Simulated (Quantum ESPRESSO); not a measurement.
## CdSe in Quantum ESPRESSO: the effect of target pressure

Crystal: CdSe.

```
Cd Se
1.0
     0.00000    3.07027    3.07027
     3.07027    0.00000    3.07027
     3.07027    3.07027    0.00000
Cd Se
1 1
Cartesian
  0.0000 0.0000 0.0000
  1.5351 1.5351 1.5351
```

Measurements of this composition are mostly on another form, of space group No. 186.

Alike in all runs:

| Quantity | Value |
| --- | --- |
| Program | Quantum ESPRESSO 7.5 |
| Task | phonons |
| Functional | LDA |
| Potentials or basis | GBRV 1.5 LDA |
| Cutoff | 612 eV |
| Density cutoff | 4898 eV |
| k mesh | 4 × 4 × 4, shifted |
| Occupations | fermi-dirac, width 0.05 eV |
| Spin | no spin polarisation |

Each run relaxes the cell or the atoms first.

```csv
target pressure,relaxed volume (Å³/atom),dielectric constant (mean),highest phonon frequency (cm⁻¹)
-3 GPa,28.90,8.63,157
0 GPa,27.19,8.38,176
3 GPa,?,?,?
8 GPa,24.36,8.10,212
15 GPa,22.80,8.04,236
```

Q: What does the run with target pressure 3 GPa give?

A: Relaxed volume 25.92 Å³/atom; dielectric constant 8.23 mean; highest phonon frequency 191 cm⁻¹.

Worked out: In Murnaghan's law V^(-B') rises as a straight line in P. The other rows fit best with B' = 4.4, V0 = 27.20 Å³/atom and B0 = 56 GPa, which gives 25.93 Å³/atom at 3 GPa, against the run's 25.92. A parabola through the other rows of the dielectric constant, of slope -0.0457  per GPa there, gives 8.25 , against the run's 8.23. A parabola through the other rows of the highest phonon frequency, of slope 4.9 cm⁻¹ per GPa there, gives 190 cm⁻¹, against the run's 191.

Caveats: the cell is more than 3 GPa from zero pressure, which shifts response properties (some runs); the volume moved by over 15 % at a fixed basis, so the end points are rough (some runs).
